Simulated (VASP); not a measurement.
A run of VASP 6.6.1:

INCAR

```
SYSTEM = B
PREC = Accurate
ENCUT = 520
EDIFF = 1E-6
ISMEAR = -1
SIGMA = 0.1
LREAL = .False.
LASPH = .True.
NELM = 100
ALGO = Fast
ISIF = 2
LWAVE = .False.
LCHARG = .True.
GGA = RE
LELF = .True.
LVHAR = .True.
NBANDS = 8
```

The input KPOINTS:

```
Automatic mesh
0
Gamma
  21 21 21
  0 0 0
```

File POSCAR:

```
B
1.0
   -1.1276172159      1.1276172159      1.1276172159
    1.1276172159     -1.1276172159      1.1276172159
    1.1276172159      1.1276172159     -1.1276172159
B
1
Direct
    0.0000000000      0.0000000000      0.0000000000
```

Potentials or basis: VASP PAW PBE potentials, release 64 (B).

Command:

```sh
$ cat potpaw_PBE.64/B/POTCAR > POTCAR
$ mpirun -np 1 vasp_std > vasp.out
```

Hardware: 1 thread of AMD EPYC 7571, on a shared host.

**Question.** How long does it take, and how much memory?

**Answer.** Wall time 18 s on 1 thread of AMD EPYC 7571, with other jobs on the host, peak memory 0.09 GiB. Counts: scf iterations 9, k points 286.
